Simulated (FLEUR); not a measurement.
**C under changes of volume**

One of the cells (5.672 Å³/atom); the others are scaled copies at fixed shape and fractional positions:

```xyz
2
Lattice="0.0000 1.7834 1.7834 1.7834 0.0000 1.7834 1.7834 1.7834 0.0000" Properties=species:S:1:pos:R:3 pbc="T T T"
C     2.6751    2.6751    2.6751
C     1.7834    1.7834    1.7834
```

This isn't the form of C at room conditions, which is graphite.

| Item | Value |
| --- | --- |
| Program | FLEUR MaX-R8.1 (later development tree) |
| Functional | LDA (Wigner correlation) |
| Potentials or basis | all-electron |
| Basis | FLAPW |
| Kmax | 5.34 1/bohr |
| k mesh | 13 × 13 × 13 |
| Occupations | fermi-dirac, width 0.05 eV |
| Spin | no spin polarisation |

```tsv
volume (Å³/atom)	energy over the lowest point (meV/atom)	gap on the mesh (eV)
5.332	31.35	4.18
5.445	13.61	4.13
5.672	0.00	4.03
5.899	11.32	3.94
6.012	?	?
```

Question: What does the run at 6.012 Å³/atom give?

Answer: Energy over the lowest point 25.04 meV/atom; gap on the mesh 3.90 eV.

Worked out: A Birch-Murnaghan fit of order 2 (a polynomial in V^(-2/3)) to the other rows has its minimum at 5.67 Å³/atom with B0 = V·E''(V) = 437 GPa. It gives 24.81 meV/atom at 6.012 Å³/atom, against the run's 25.04. A straight line through the other rows of the gap, of slope -2.38 eV per unit of ln V, extrapolates to 3.89 eV, against the run's 3.90.

Energies are extrapolated to zero smearing.

Caveats: an odd mesh through Γ misses points on the zone boundary, where band edges often lie.
